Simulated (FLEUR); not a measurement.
SnSe:

```
Sn Se
1.0
    11.42000    0.00000    0.00000
     0.00000    4.19000    0.00000
     0.00000    0.00000    4.46000
Sn Se
4 4
Direct
  0.87700 0.75000 0.90900
  0.62300 0.25000 0.40900
  0.37700 0.75000 0.59100
  0.12300 0.25000 0.09100
  0.64300 0.75000 0.98400
  0.85700 0.25000 0.48400
  0.14300 0.75000 0.51600
  0.35700 0.25000 0.01600
```

Base run:

- Program: FLEUR MaX-R8.1 (later development tree)
- Functional: revPBE
- Potentials or basis: all-electron
- Basis: FLAPW
- Kmax: 3.8 1/bohr
- k mesh: 3 × 6 × 6
- Occupations: fermi-dirac, width 0.05 eV
- Spin: no spin polarisation

Its results: band gap on the k mesh 0.57 eV, indirect (least direct gap 0.74 eV).

Question: The run is repeated on the same cell with these changes: functional from revPBE to WC. What comes out?

Answer: Band gap on the k mesh 0.48 eV, indirect (least direct gap 0.66 eV).

Caveats: spin-orbit coupling is left out, which moves the levels of the heavy elements.

A k mesh can miss the band edges.

Not every run made on this cell is shown here.
